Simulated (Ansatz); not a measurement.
The system is SnO2.

```
Sn O
1.0
     0.00000    2.57415    2.57415
     2.57415    0.00000    2.57415
     2.57415    2.57415    0.00000
Sn O
1 2
Cartesian
  0.0000 0.0000 0.0000
  3.8612 3.8612 3.8612
  1.2871 1.2871 1.2871
```

Measurements of this composition are mostly on another form, of space group No. 136.

Program: Ansatz 0.2.0. Alike in all runs: task single point; potentials or basis Ansatz PAW; no spin polarisation; cell as given; k mesh 5 × 5 × 5; smearing fermi-dirac 0.05 eV; the mesh is coarse, so values aren't converged.

**Question.** Order these runs on this cell by their pressure, lowest first.
A. level r2SCAN0; cutoff (eV) 500
B. level r2SCAN50; cutoff (eV) 500
C. level r2SCANh; cutoff (eV) 500
D. level HF; cutoff (eV) 420

**Answer.** B (-24.8 GPa), D (-23.2 GPa), A (-17.7 GPa), C (-13.0 GPa).

Caveats: all runs use coarse meshes; the PAW data sets come from PBE, with cores solved anew for the run's functional, which leaves a small shift of forces and pressure; the thresholds are loose for stress; so large a pressure means that the cell lies far from this level's equilibrium, or that cutoff or potentials fall short (some runs).
